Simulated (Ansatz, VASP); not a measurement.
## HfB2 in VASP and in Ansatz

INCAR

```
PREC     = Accurate       # precision mode
ENCUT    = 520            # plane-wave cutoff, eV
EDIFF    = 1E-7           # SCF threshold, eV
ISMEAR   = -1             # smearing method
SIGMA    = 0.05           # smearing width, eV
LREAL    = F              # projectors in reciprocal space
LASPH    = T              # aspherical terms in the spheres
NELM     = 60             # most SCF steps
ALGO     = Normal         # electronic algorithm
ISIF     = 2              # what is computed and relaxed
LWAVE    = F              # write WAVECAR
LCHARG   = F              # write CHGCAR
GGA      = PE             # functional
NBANDS   = 15             # bands
```

The input KPOINTS:

```
Automatic mesh
0
Gamma
  10 10 8
```

POSCAR

```
HfB2
1.0
    3.1189255395      0.0000000000      0.0000000000
   -1.5594627698      2.7010687497      0.0000000000
    0.0000000000      0.0000000000      3.4566435916
Hf B
1 2
Direct
    0.0000000000      0.0000000000      0.0000000000
    0.6666666667      0.3333333333      0.5000000000
    0.3333333333      0.6666666667      0.5000000000
```

input.yaml

```yaml
crystal:
  lattice:
    - [3.1189255395, 0.0, 0.0]
    - [-1.5594627698, 2.7010687497, 0.0]
    - [0.0, 0.0, 3.4566435916]
  atoms:
    - { symbol: Hf, position: [0.0, 0.0, 0.0] }
    - { symbol: B, position: [0.6666666667, 0.3333333333, 0.5] }
    - { symbol: B, position: [0.3333333333, 0.6666666667, 0.5] }
hamiltonian:
  xc: pbe
  pseudopotentials: { kind: paw }
kpoints:
  mp_grid: { grid: [10, 10, 8] }
scf:
  occupations: { method: fermi_dirac, width: 0.05 }
output:
  forces: true
  stress: true
  eigenvalues: true
```

Change from the starting cell: volume scaled by 0.98.

Alike in both runs: task single point; functional PBE; k mesh 10 × 10 × 8; occupations fermi-dirac, width 0.05 eV; no spin polarisation.

|  | VASP | Ansatz |
| --- | --- | --- |
| version | VASP 6.6.1 | Ansatz 0.2.0 |
| potentials or method | VASP PAW PBE potentials, release 64 (Hf_pv, B) | Ansatz PAW |
| plane-wave cutoff (eV) | 520 | 420 |
| valence electrons in the cell | 16 | 32 |

VASP gave:

| Property | Result |
| --- | --- |
| gap on the k mesh at the Fermi level (eV) | none |
| pressure (GPa) | 6.4 |
| largest component of the traceless stress (GPa) | 0.14 |

Task: Estimate Ansatz's values.

Result: gap on the k mesh at the Fermi level (eV): none; pressure (GPa): 6.7; largest component of the traceless stress (GPa): 0.09.

A gap of «none» marks a metal or a gap that the smearing closes. The two sets of potentials don't hold the same shells in valence.

The runs have no spin-orbit coupling, so splittings on Hf are missing.
